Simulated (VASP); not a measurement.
Rh: relaxation of cell and atoms with r2SCAN+rVV10

Crystal: Rh.

```
Rh
1.0
    -1.51103    1.51103    1.51103
     1.51103   -1.51103    1.51103
     1.51103    1.51103   -1.51103
Rh
1
Direct
  0.00000 0.00000 0.00000
```

This isn't the form of Rh at room conditions, which is fcc.

```yaml
Program: VASP 6.6.1
Task: relaxation of cell and atoms
Functional: r2SCAN
Dispersion: rVV10
Potentials_or_basis: VASP PAW PBE potentials, release 64 (Rh_pv)
Cutoff: 600 eV
k_mesh: 20 × 20 × 20
Occupations: gaussian, width 0.1 eV
Spin: no spin polarisation
Further_INCAR_settings: ALGO = Normal; EDIFF = 1e-07; IBRION = 2; EDIFFG = -0.005; NSW = 90; ISIF = 3
```

```yaml
Relaxed_volume: 14.03 Å³/atom
Relaxed_cell: a = 2.632 Å, b = 2.632 Å, c = 2.632 Å, α = 109.47°, β = 109.47°, γ = 109.47°
Space_group_after_relaxing_to_0.05_Å: Im-3m (No. 229)
Energy_gained_by_relaxing: 3.2 meV/atom
Ionic_steps: 3
Pressure_after_relaxing: 0.0 GPa
Band_gap_on_the_k_mesh: none (metal or under the smearing width)
```

The path:
```csv
step,energy change (eV),largest force (eV/Å),pressure (GPa),volume (Å³)
1,0.0000,0.0000,4.61,13.80
2,0.0151,0.0000,-9.74,14.61
3,-0.0032,0.0000,-0.04,14.03
```

Final structure:
```xyz
1
Lattice="-1.5195 1.5195 1.5195 1.5195 -1.5195 1.5195 1.5195 1.5195 -1.5195" Properties=species:S:1:pos:R:3 pbc="T T T"
Rh    0.0000    0.0000    0.0000
```

Levels at points of the mesh, in eV from the Fermi level:
| k point | band 4 | band 5 | band 6 | band 7 | band 8 | band 9 | band 10 | band 11 |
| --- | --- | --- | --- | --- | --- | --- | --- | --- |
| (0.00, 0.00, 0.00) | -7.82 | -2.94 | -2.94 | -2.94 | -0.47 | -0.47 | 17.96 | 19.38 |
| (0.50, 0.00, 0.00) | -5.96 | -4.50 | -0.51 | -0.11 | 1.53 | 1.71 | 9.83 | 15.34 |
| (0.50, 0.50, 0.50) | -6.01 | -6.01 | 1.19 | 1.19 | 1.19 | 10.03 | 10.03 | 10.03 |

Run time: 3.2 min on 1 thread of Intel(R) Xeon(R) 6975P-C (Granite Rapids), on a shared host, peak memory 0.26 GiB.

Caveat: the PAW data sets were made with another functional, which shifts forces and pressure a little.
